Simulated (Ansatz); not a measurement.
# Nb_Si in Si3N4 (P6_3/m): charge-transition levels and formation energies

Wanted: the transition levels of a substitutional impurity in Si3N4 (P6_3/m), from a cell of 126 host atoms with 1 Si taken out and 1 Nb put in.

Main program and level: Ansatz 0.2.0; place-levels on PBEsol runs: charge-transition levels and formation energies with image-charge correction and potential alignment at the atomic sites; PAW set soft_1.

## (1) The starting structure

The cell holds 126 atoms: 53 Si, 72 N and 1 Nb. Its edges and angles: a = 13.206 Å, b = 13.206 Å, c = 8.731 Å, α = 90.0°, β = 90.0°, γ = 120.0°. It derives from Si3N4 (space group P6_3/m). Nearest the centre at fractional (0.353, 0.473, 0.583): Nb44 at 0.00 Å, N62 at 1.73 Å, N113 at 1.74 Å, N71 at 1.74 Å, N67 at 1.74 Å, Si86 at 2.91 Å, Si2 at 2.91 Å, Si56 at 3.00 Å.

The host's dielectric constants go in as inputs: (4.29, 4.29, 4.37) for the electrons alone, (8.29, 8.29, 8.25) with the ions, from a response run on this crystal (DFPT, PBEsol) at that run's own cell.

The cell's shortest repeat is 8.7 Å.

## (2) The runs of each charge state

A transition level is the Fermi level at which two charge states cost the same, so each charge needs its own total energy, at its own relaxed structure.

Random displacements of about 0.05 Å break the site symmetry at the start, so that the relaxation can reach a distorted minimum if there is one. Forces are taken at one point at (¼, ¼, ¼). The cell holds 1 electron more than the neutral one, with a uniform background that keeps it neutral on the whole.

The sampling was tested on the host first: at the k-points planned (1x1x1 shifted 0.25 0.25 0.25) its energy lies 0.000 eV an atom from the dense-mesh value, under the bound of 0.02 eV set for this test; that bounds the host's error, not the defect's.

One of the inputs; charge, spin and start change from state to state.

qm1.relax/input.yaml reads:

```yaml
crystal:
  lattice:
    - [11.43668588, 6.60297367, 0.0]
    - [-11.43668588, 6.60297367, 0.0]
    - [0.0, 0.0, 8.73076733]
  atoms:
    - { symbol: Si, position: [0.01950046, 0.80655545, 0.25] }
    - { symbol: Si, position: [0.3528338, 0.47322211, 0.25] }
    - { symbol: Si, position: [0.68616713, 0.13988878, 0.25] }
    - { symbol: Si, position: [0.21294502, 0.01950046, 0.08333333] }
    - { symbol: Si, position: [0.54627835, 0.68616713, 0.08333333] }
    - { symbol: Si, position: [0.87961168, 0.3528338, 0.08333333] }
    - { symbol: Si, position: [0.13988878, 0.45372165, 0.08333333] }
    - { symbol: Si, position: [0.47322211, 0.12038832, 0.08333333] }
    - { symbol: Si, position: [0.80655545, 0.78705498, 0.08333333] }
    - { symbol: Si, position: [0.19344455, 0.21294502, 0.25] }
    - { symbol: Si, position: [0.52677789, 0.87961168, 0.25] }
    - { symbol: Si, position: [0.86011122, 0.54627835, 0.25] }
    - { symbol: Si, position: [0.12038832, 0.6471662, 0.25] }
    - { symbol: Si, position: [0.45372165, 0.31383287, 0.25] }
    - { symbol: Si, position: [0.78705498, 0.98049954, 0.25] }
    - { symbol: Si, position: [0.31383287, 0.86011122, 0.08333333] }
    - { symbol: Si, position: [0.6471662, 0.52677789, 0.08333333] }
    - { symbol: Si, position: [0.98049954, 0.19344455, 0.08333333] }
    - { symbol: "N", position: [0.0, 0.66666667, 0.25] }
    - { symbol: "N", position: [0.33333333, 0.33333333, 0.25] }
    - { symbol: "N", position: [0.66666667, 0.0, 0.25] }
    - { symbol: "N", position: [0.0, 0.33333333, 0.08333333] }
    - { symbol: "N", position: [0.33333333, 0.0, 0.08333333] }
    - { symbol: "N", position: [0.66666667, 0.66666667, 0.08333333] }
    - { symbol: "N", position: [0.21345843, 0.45653274, 0.25] }
    - { symbol: "N", position: [0.54679176, 0.12319941, 0.25] }
    - { symbol: "N", position: [0.8801251, 0.78986608, 0.25] }
    - { symbol: "N", position: [0.09025902, 0.8801251, 0.08333333] }
    - { symbol: "N", position: [0.42359235, 0.54679176, 0.08333333] }
    - { symbol: "N", position: [0.75692569, 0.21345843, 0.08333333] }
    - { symbol: "N", position: [0.12319941, 0.57640765, 0.08333333] }
    - { symbol: "N", position: [0.45653274, 0.24307431, 0.08333333] }
    - { symbol: "N", position: [0.78986608, 0.90974098, 0.08333333] }
    - { symbol: "N", position: [0.21013392, 0.09025902, 0.25] }
    - { symbol: "N", position: [0.54346726, 0.75692569, 0.25] }
    - { symbol: "N", position: [0.87680059, 0.42359235, 0.25] }
    - { symbol: "N", position: [0.1198749, 0.21013392, 0.08333333] }
    - { symbol: "N", position: [0.45320824, 0.87680059, 0.08333333] }
    - { symbol: "N", position: [0.78654157, 0.54346726, 0.08333333] }
    - { symbol: "N", position: [0.24307431, 0.78654157, 0.25] }
    - { symbol: "N", position: [0.57640765, 0.45320824, 0.25] }
    - { symbol: "N", position: [0.90974098, 0.1198749, 0.25] }
    - { symbol: Si, position: [0.01950046, 0.80655545, 0.58333333] }
    - { symbol: Nb, position: [0.3528338, 0.47322211, 0.58333333] }
    - { symbol: Si, position: [0.68616713, 0.13988878, 0.58333333] }
    - { symbol: Si, position: [0.21294502, 0.01950046, 0.41666667] }
    - { symbol: Si, position: [0.54627835, 0.68616713, 0.41666667] }
    - { symbol: Si, position: [0.87961168, 0.3528338, 0.41666667] }
    - { symbol: Si, position: [0.13988878, 0.45372165, 0.41666667] }
    - { symbol: Si, position: [0.47322211, 0.12038832, 0.41666667] }
    - { symbol: Si, position: [0.80655545, 0.78705498, 0.41666667] }
    - { symbol: Si, position: [0.19344455, 0.21294502, 0.58333333] }
    - { symbol: Si, position: [0.52677789, 0.87961168, 0.58333333] }
    - { symbol: Si, position: [0.86011122, 0.54627835, 0.58333333] }
    - { symbol: Si, position: [0.12038832, 0.6471662, 0.58333333] }
    - { symbol: Si, position: [0.45372165, 0.31383287, 0.58333333] }
    - { symbol: Si, position: [0.78705498, 0.98049954, 0.58333333] }
    - { symbol: Si, position: [0.31383287, 0.86011122, 0.41666667] }
    - { symbol: Si, position: [0.6471662, 0.52677789, 0.41666667] }
    - { symbol: Si, position: [0.98049954, 0.19344455, 0.41666667] }
    - { symbol: "N", position: [0.0, 0.66666667, 0.58333333] }
    - { symbol: "N", position: [0.33333333, 0.33333333, 0.58333333] }
    - { symbol: "N", position: [0.66666667, 0.0, 0.58333333] }
    - { symbol: "N", position: [0.0, 0.33333333, 0.41666667] }
    - { symbol: "N", position: [0.33333333, 0.0, 0.41666667] }
    - { symbol: "N", position: [0.66666667, 0.66666667, 0.41666667] }
    - { symbol: "N", position: [0.21345843, 0.45653274, 0.58333333] }
    - { symbol: "N", position: [0.54679176, 0.12319941, 0.58333333] }
    - { symbol: "N", position: [0.8801251, 0.78986608, 0.58333333] }
    - { symbol: "N", position: [0.09025902, 0.8801251, 0.41666667] }
    - { symbol: "N", position: [0.42359235, 0.54679176, 0.41666667] }
    - { symbol: "N", position: [0.75692569, 0.21345843, 0.41666667] }
    - { symbol: "N", position: [0.12319941, 0.57640765, 0.41666667] }
    - { symbol: "N", position: [0.45653274, 0.24307431, 0.41666667] }
    - { symbol: "N", position: [0.78986608, 0.90974098, 0.41666667] }
    - { symbol: "N", position: [0.21013392, 0.09025902, 0.58333333] }
    - { symbol: "N", position: [0.54346726, 0.75692569, 0.58333333] }
    - { symbol: "N", position: [0.87680059, 0.42359235, 0.58333333] }
    - { symbol: "N", position: [0.1198749, 0.21013392, 0.41666667] }
    - { symbol: "N", position: [0.45320824, 0.87680059, 0.41666667] }
    - { symbol: "N", position: [0.78654157, 0.54346726, 0.41666667] }
    - { symbol: "N", position: [0.24307431, 0.78654157, 0.58333333] }
    - { symbol: "N", position: [0.57640765, 0.45320824, 0.58333333] }
    - { symbol: "N", position: [0.90974098, 0.1198749, 0.58333333] }
    - { symbol: Si, position: [0.01950046, 0.80655545, 0.91666667] }
    - { symbol: Si, position: [0.3528338, 0.47322211, 0.91666667] }
    - { symbol: Si, position: [0.68616713, 0.13988878, 0.91666667] }
    - { symbol: Si, position: [0.21294502, 0.01950046, 0.75] }
    - { symbol: Si, position: [0.54627835, 0.68616713, 0.75] }
    - { symbol: Si, position: [0.87961168, 0.3528338, 0.75] }
    - { symbol: Si, position: [0.13988878, 0.45372165, 0.75] }
    - { symbol: Si, position: [0.47322211, 0.12038832, 0.75] }
    - { symbol: Si, position: [0.80655545, 0.78705498, 0.75] }
    - { symbol: Si, position: [0.19344455, 0.21294502, 0.91666667] }
    - { symbol: Si, position: [0.52677789, 0.87961168, 0.91666667] }
    - { symbol: Si, position: [0.86011122, 0.54627835, 0.91666667] }
    - { symbol: Si, position: [0.12038832, 0.6471662, 0.91666667] }
    - { symbol: Si, position: [0.45372165, 0.31383287, 0.91666667] }
    - { symbol: Si, position: [0.78705498, 0.98049954, 0.91666667] }
    - { symbol: Si, position: [0.31383287, 0.86011122, 0.75] }
    - { symbol: Si, position: [0.6471662, 0.52677789, 0.75] }
    - { symbol: Si, position: [0.98049954, 0.19344455, 0.75] }
    - { symbol: "N", position: [0.0, 0.66666667, 0.91666667] }
    - { symbol: "N", position: [0.33333333, 0.33333333, 0.91666667] }
    - { symbol: "N", position: [0.66666667, 0.0, 0.91666667] }
    - { symbol: "N", position: [0.0, 0.33333333, 0.75] }
    - { symbol: "N", position: [0.33333333, 0.0, 0.75] }
    - { symbol: "N", position: [0.66666667, 0.66666667, 0.75] }
    - { symbol: "N", position: [0.21345843, 0.45653274, 0.91666667] }
    - { symbol: "N", position: [0.54679176, 0.12319941, 0.91666667] }
    - { symbol: "N", position: [0.8801251, 0.78986608, 0.91666667] }
    - { symbol: "N", position: [0.09025902, 0.8801251, 0.75] }
    - { symbol: "N", position: [0.42359235, 0.54679176, 0.75] }
    - { symbol: "N", position: [0.75692569, 0.21345843, 0.75] }
    - { symbol: "N", position: [0.12319941, 0.57640765, 0.75] }
    - { symbol: "N", position: [0.45653274, 0.24307431, 0.75] }
    - { symbol: "N", position: [0.78986608, 0.90974098, 0.75] }
    - { symbol: "N", position: [0.21013392, 0.09025902, 0.91666667] }
    - { symbol: "N", position: [0.54346726, 0.75692569, 0.91666667] }
    - { symbol: "N", position: [0.87680059, 0.42359235, 0.91666667] }
    - { symbol: "N", position: [0.1198749, 0.21013392, 0.75] }
    - { symbol: "N", position: [0.45320824, 0.87680059, 0.75] }
    - { symbol: "N", position: [0.78654157, 0.54346726, 0.75] }
    - { symbol: "N", position: [0.24307431, 0.78654157, 0.91666667] }
    - { symbol: "N", position: [0.57640765, 0.45320824, 0.91666667] }
    - { symbol: "N", position: [0.90974098, 0.1198749, 0.91666667] }
  host:
    repeats: [1, 1, 3]
    atoms:
      - { symbol: Si, position: [0.01950046, 0.80655545, 0.75] }
      - { symbol: Si, position: [0.3528338, 0.47322211, 0.75] }
      # ... 40 more atoms of the perfect host
total_charge: -1
basis:
  ecutwfc: 420
  xc_grid: 2
hamiltonian:
  xc: pbesol
  pseudopotentials: { kind: paw, azcp: { folder: soft_1 }, xc_functional: pbe }
kpoints:
  mp_grid: { grid: [1, 1, 1], shift: [0.25, 0.25, 0.25] }
scf:
  occupations: { method: fixed }
  max_iter: 100
output:
  forces: true
  charged_corrections:
    epsilon: [4.29, 4.29, 4.37]
    static_epsilon: [8.29, 8.29, 8.25]
    defect_position: [0.352834, 0.473222, 0.583333]
relax:
  f_tol: 0.02
  max_steps: 80
  random_displacement: { amplitude: 0.05, seed: 4683 }
checkpoint:
  write: "../qm1.relax.run"
  compress: false
  write_wavefunctions: true
  write_every: 100000
```

On the command line:

```console
$ ansatz run input.yaml --threads 4 --pin off --max-ram 15073MiB --backend cpu --events-out ev --progress --plain --runs-dir out
```

The relaxed structure is kept and the sampling changed to a 2×2×2 shifted mesh.

The run of this state that the levels use, under PBEsol:

qm1.point/input.yaml reads:

```yaml
crystal:
  checkpoint: "../qm1.relax.run"
  host: checkpoint
total_charge: -1
basis:
  ecutwfc: 420
  xc_grid: 2
hamiltonian:
  xc: pbesol
  pseudopotentials: { kind: paw, azcp: { folder: soft_1 }, xc_functional: pbe }
kpoints:
  mp_grid: { grid: [2, 2, 2], shift: [0.5, 0.5, 0.5] }
scf:
  occupations: { method: fermi_dirac, width: 0.01 }
  max_iter: 100
output:
  forces: true
  eigenvalues: true
  charged_corrections:
    epsilon: [4.29, 4.29, 4.37]
    static_epsilon: [8.29, 8.29, 8.25]
    defect_position: [0.352834, 0.473222, 0.583333]
  eigenstates: { localisation: true }
  populations: true
  band_densities: [{ bands: [v1, v1] }, { bands: [c1, c1] }]
  write_density: true
  write_potential: true
  volumetric_format: npy
checkpoint:
  read: "../qm1.relax.run"
  write: "../qm1.point.run"
  compress: false
  write_wavefunctions: false
  write_every: 100000
```

Relaxations under PBEsol at one point at (¼, ¼, ¼); times on 4 threads of Arm Neoverse V1, shared host:

| charge | moment (μB) | occupations | outcome | steps | largest displacement against the far atoms (Å) | time |
| --- | --- | --- | --- | --- | --- | --- |
| −1 | 0 | fixed | converged | 13 | 0.39 | 6.2 min |
| −1 | 2 | fixed | converged | 8 | 0.38 | 8.6 min |
| 0 | 1 | fixed | converged | 7 | 0.27 | 7.1 min |
| +1 | 0 | fixed | converged | 6 | 0.21 | 3.2 min |

Single points under PBEsol at a 2×2×2 shifted mesh; times on 4 threads of Arm Neoverse V1, shared host:

| charge | moment (μB) | occupations | outcome | time |
| --- | --- | --- | --- | --- |
| −1 | 0 | fermi-dirac | converged | 3.8 min |
| −1 | 2 | fermi-dirac | converged | 8.5 min |
| 0 | 1 | fermi-dirac | converged | 8.9 min |
| +1 | 0 | fermi-dirac | converged | 3.4 min |

Distances (Å) from Nb44 to the nearest atoms after relaxation with PBEsol:

| charge | moment (μB) | 1. | 2. | 3. | 4. | 5. | 6. |
| --- | --- | --- | --- | --- | --- | --- | --- |
| −1 | 0 | N 1.92 | N 1.92 | N 2.00 | N 2.13 | N 2.58 | Si 2.82 |
| −1 | 2 | N 1.96 | N 1.99 | N 1.99 | N 2.13 | N 2.56 | Si 2.81 |
| 0 | 1 | N 1.92 | N 1.92 | N 1.96 | N 2.02 | N 2.72 | Si 2.96 |
| +1 | 0 | N 1.90 | N 1.90 | N 1.91 | N 1.93 | N 2.84 | Si 2.97 |

(Part 1 of 2 ends here.)

[Logs are printed without paths, hosts, clocks, repeated set-up lines and the standing remarks that a program may print on its own settings, such as how far it seeks lower states.]

[Hosts, paths, dates, database ids (printed as entryN), source tags and the programs' standing remarks are cut or masked in the printed files.]

[Where a table of states has a column of steps, it counts the stored structures, which are thinned; the runs took as many ionic steps or more.]

[A defect's name tells the site on which it was built; relaxed atoms can leave that site.]

[For some hosts the program warned that the k-mesh of the response run may be too coarse for force constants and the static dielectric constant; such warnings are not shown here.]
